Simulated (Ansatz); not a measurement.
**Sn: do energies and stresses tell the same story?**

All numbers below come from Ansatz, DFT PBEsol, scalar-relativistic, plane waves, PAW.

Plane waves to 420 eV, a k mesh through Γ of 14×14×14 on the computed 2-atom cell and Gaussian smearing (0.10 eV); no spin polarisation.

Relaxed cell: I4_1/amd, a = 5.820 Å, b = 5.820 Å, c = 3.174 Å, α = 90.00°, β = 90.00°, γ = 90.00°, 2 atoms in the primitive cell.

Energies at zero smearing and pressures from the stress tensor, at volumes with shape and atoms relaxed:
```json
{"V (Å³/atom)": "23.651", "E − E(first) (meV/atom)": "0.00", "P (GPa)": "9.78"}
{"V (Å³/atom)": "24.457", "E − E(first) (meV/atom)": "-41.07", "P (GPa)": "6.65"}
{"V (Å³/atom)": "25.263", "E − E(first) (meV/atom)": "-67.69", "P (GPa)": "4.04"}
{"V (Å³/atom)": "26.069", "E − E(first) (meV/atom)": "-82.21", "P (GPa)": "1.84"}
{"V (Å³/atom)": "26.876", "E − E(first) (meV/atom)": "-86.56", "P (GPa)": "0.00"}
{"V (Å³/atom)": "27.682", "E − E(first) (meV/atom)": "-82.44", "P (GPa)": "-1.54"}
{"V (Å³/atom)": "28.488", "E − E(first) (meV/atom)": "-71.25", "P (GPa)": "-2.83"}
{"V (Å³/atom)": "29.563", "E − E(first) (meV/atom)": "-47.30", "P (GPa)": "-4.22"}
```

Task: Check P = −dE/dV between neighbouring volumes, and get the bulk modulus from the pressures alone.

Result: With 1 eV/Å³ = 160.2 GPa:
```
middle V (Å³/atom)  −ΔE/ΔV (GPa) mean P (GPa)
            24.054         8.162         8.214
            24.860         5.289         5.343
            25.666         2.885         2.936
            26.473         0.865         0.918
            27.279        -0.818        -0.770
            28.085        -2.224        -2.183
            29.026        -3.569        -3.525
```

The two differ by 0.05 GPa at most. The mean of two end pressures misses the average over a step by about ΔV² P″/12, up to 0.04 GPa here; with that taken off 0.03 GPa remains. The stress is the derivative of the free energy, not of the energy at zero smearing, and with free energies 0.00 GPa remains. Around V = 26.876 Å³/atom, the two neighbours give B = −V ΔP/ΔV = 26.876 × 3.38 / 1.613 = 56.3 GPa, against B0 = 56.1 GPa from the Birch–Murnaghan fit of the energies.